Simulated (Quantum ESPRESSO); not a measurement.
This Quantum ESPRESSO 7.5 run on FePt (Tetraferroplatinum) needs a look.

The input pw.in:

```
&CONTROL
  calculation = 'vc-relax'
  prefix = 'pwscf'
  outdir = './tmp'
  pseudo_dir = './pseudo'
  tprnfor = .true.
  tstress = .true.
  disk_io = 'low'
  nstep = 30
  forc_conv_thr = 0.0004
  etot_conv_thr = 1d-05
/
&SYSTEM
  ibrav = 0
  nat = 2
  ntyp = 2
  ecutwfc = 70
  nbnd = 28
  input_dft = 'pbe96'
  occupations = 'smearing'
  smearing = 'fd'
  degauss = 0.00367493
  nspin = 2
  starting_magnetization(1) = 0
  starting_magnetization(2) = 0.1875
  tot_magnetization = 1
  starting_ns_eigenvalue(1,1,1) = 1
  starting_ns_eigenvalue(2,1,1) = 1
  starting_ns_eigenvalue(3,1,1) = 1
  starting_ns_eigenvalue(4,1,1) = 1
  starting_ns_eigenvalue(5,1,1) = 1
  starting_ns_eigenvalue(1,2,1) = 1
  starting_ns_eigenvalue(2,2,1) = 1
  starting_ns_eigenvalue(3,2,1) = 1
  starting_ns_eigenvalue(4,2,1) = 0
  starting_ns_eigenvalue(5,2,1) = 0
  nosym = .true.
  starting_ns_eigenvalue(1,1,2) = 1
  starting_ns_eigenvalue(2,1,2) = 1
  starting_ns_eigenvalue(3,1,2) = 1
  starting_ns_eigenvalue(4,1,2) = 1
  starting_ns_eigenvalue(5,1,2) = 1
  starting_ns_eigenvalue(1,2,2) = 1
  starting_ns_eigenvalue(2,2,2) = 0
  starting_ns_eigenvalue(3,2,2) = 0
  starting_ns_eigenvalue(4,2,2) = 0
  starting_ns_eigenvalue(5,2,2) = 0
/
&ELECTRONS
  conv_thr = 4d-10
  electron_maxstep = 75
  mixing_beta = 0.3
/
&IONS
  ion_dynamics = 'bfgs'
/
&CELL
  cell_dynamics = 'bfgs'
  press = 0
  press_conv_thr = 0.3
/
ATOMIC_SPECIES
Pt   195.0840 78_Pt_18_2.2_2.4_pbe_n_v1.0.upf
Fe    55.8450 26_Fe_16_2.0_2.5_pbe_n_v1.0.upf
CELL_PARAMETERS angstrom
   2.7235000000    0.0000000000    0.0000000000
   0.0000000000    2.7235000000    0.0000000000
   0.0000000000    0.0000000000    3.7200000000
ATOMIC_POSITIONS crystal
Pt     0.5000000000    0.5000000000    0.5000000000
Fe     0.0000000000    0.0000000000    0.0000000000
K_POINTS automatic
4 4 3 0 0 0
HUBBARD {atomic}
U Pt-5d 4.5
U Fe-3d 7.0
```

Potentials or basis: SPMS 1.0 PBE.

Run with:

```console
$ OMP_NUM_THREADS=1 pw.x -in pw.in > pw.out
```

pw.out:

```text
This program is part of the open-source Quantum ESPRESSO suite
     for quantum simulation of materials; please cite
         "P. Giannozzi et al., J. Phys.:Condens. Matter 21 395502 (2009);
         "P. Giannozzi et al., J. Phys.:Condens. Matter 29 465901 (2017);
         "P. Giannozzi et al., J. Chem. Phys. 152 154105 (2020);
     in publications or presentations arising from this work. More details at

     IMPORTANT: XC functional enforced from input :
     Exchange-correlation= PBE96
                           (   0   0   3   4   0   0   0)
     Any further DFT definition will be discarded
     Please, verify this is what you really want

     Message from routine  set_nelup_neldw :
     BEWARE: non-integer number of up and down electrons!

     G-vector sticks info
     --------------------
     sticks:   dense  smooth     PW     G-vecs:    dense   smooth      PW
     Sum         593     593    177                14725    14725    2485

     Using Slab Decomposition

     bravais-lattice index     =            0
     lattice parameter (alat)  =       5.1467  a.u.
     unit-cell volume          =     186.2063 (a.u.)^3
[... 264 lines left out ...]
       0.459  0.000 -0.000  0.000 -0.000
       0.000  0.338 -0.000 -0.000  0.000
      -0.000 -0.000  0.338 -0.000 -0.000
       0.000 -0.000 -0.000  0.413 -0.000
      -0.000  0.000 -0.000 -0.000  0.392

     Number of occupied Hubbard levels =   13.1525

     WARNING!!! Modifying starting ns matrices according to input values

     =================== HUBBARD OCCUPATIONS ===================
     ------------------------ ATOM    1 ------------------------
     Tr[ns(  1)] (up, down, total) =   5.00000  3.00000  8.00000
     Atomic magnetic moment for atom   1 =   2.00000
     SPIN  1
     eigenvalues:
       1.000  1.000  1.000  1.000  1.000
     eigenvectors (columns):
      -0.969 -0.036  0.000 -0.206  0.131
       0.201 -0.160  0.000 -0.342  0.904
       0.135 -0.338  0.000 -0.838 -0.407
      -0.047 -0.927  0.000  0.372 -0.012
       0.000  0.000  1.000  0.000  0.000
     occupation matrix ns (before diag.):
       1.000  0.000  0.000  0.000 -0.000
       0.000  1.000 -0.000 -0.000 -0.000
[... 147 lines left out ...]
     total magnetization       =     1.00 Bohr mag/cell
     absolute magnetization    =     1.54 Bohr mag/cell

[... 54 further cycles ...]
     iteration # 32     ecut=    70.00 Ry     beta= 0.30
     Davidson diagonalization with overlap
     ethr =  1.89E-07,  avg # of iterations =  1.9

     total energy              =    -419.36044864 Ry
     estimated scf accuracy    <       0.00019013 Ry
[... 81 lines left out ...]
     total magnetization       =     1.00 Bohr mag/cell
     absolute magnetization    =     2.28 Bohr mag/cell

     iteration # 41     ecut=    70.00 Ry     beta= 0.30
     Davidson diagonalization with overlap
```

**Question.** What happened, and what is wrong with the input?

**Answer.** The calculation hadn't finished when its time ran out. The input holds a flaw that was put in on purpose: unknown functional name (input_dft = pbe96).
